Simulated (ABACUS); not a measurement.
**AlN in ABACUS: the effect of basis**

Crystal: AlN.

```xyz
4
Lattice="3.0921 0.0000 0.0000 -1.5461 2.6778 0.0000 0.0000 0.0000 4.9476" Properties=species:S:1:pos:R:3 pbc="T T T"
Al    1.5461    0.8926    2.4738
Al    0.0000    1.7852    0.0000
N     1.5461    0.8926    4.3539
N     0.0000    1.7852    1.8801
```

The cell isn't the ideal one: volume scaled by 0.98.

Alike in all runs:

| Item | Value |
| --- | --- |
| Program | ABACUS 3.10.1 |
| Task | equation of state |
| Functional | PBE |
| Potentials or basis | PseudoDojo NC SR 0.4.1 PBE standard |
| k mesh | 7 × 7 × 4 |
| Occupations | fermi-dirac, width 0.05 eV |
| Spin | no spin polarisation |

```tsv
basis	cutoff	gap on the mesh (eV)	pressure (GPa)	largest force (eV/Å)
DZP	1361 eV	4.80	9.1	0.14
TZDP	1361 eV	?	?	?
pw	1143 eV	4.40	7.7	0.15
```

Q: What does the run with basis TZDP give?

A: gap on the mesh 4.41 eV; pressure 7.9 GPa; largest force 0.14 eV/Å.

Caveats: the atomic orbitals were generated for these runs and aren't a published set (some runs); the basis of atomic orbitals isn't converged, which shifts pressures, moduli and gaps (some runs); an odd mesh through Γ misses points on the zone boundary, where band edges often lie (some runs); there are fewer bands than atomic start orbitals, so a level may be missed at k points of high symmetry (some runs).
